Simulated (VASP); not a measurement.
# CoSi₂: kinetic-energy density

CoSi₂, Fm-3m (no. 225), 3 atoms in the cell. PBE; PAW potentials Co, Si (PBE set).

## Input

INCAR:
```
ALGO = Normal
EDIFF = 1E-7
ENCUT = 520
ISIF = 2
ISMEAR = 0
ISPIN = 2
LASPH = True
LCHARG = True
LMAXMIX = 4
LORBIT = 11
LREAL = False
LTAU = True
LWAVE = False
MAGMOM = 2 0 0
NELM = 100
PREC = Accurate
SIGMA = 0.02
```

KPOINTS:
```
k-points
0
Gamma
  7 7 7
```

POSCAR:
```
CoSi2
1.0
    0.0000000000      2.6780000000      2.6780000000
    2.6780000000      0.0000000000      2.6780000000
    2.6780000000      2.6780000000      0.0000000000
Co Si
1 2
Direct
    0.0000000000      0.0000000000      0.0000000000
    0.7500000000      0.7500000000      0.7500000000
    0.2500000000      0.2500000000      0.2500000000
```

Commands:
```
cat potpaw_PBE.64/Co/POTCAR potpaw_PBE.64/Si/POTCAR > POTCAR
mpirun -np 1 vasp_std > vasp.out
```

## Result

- Kinetic energy of the pseudo orbitals (eV): 104.66

VASP 6.6.1 took 17 s on 1 core (Intel Xeon Platinum 8488C (Sapphire Rapids)), a shared host.
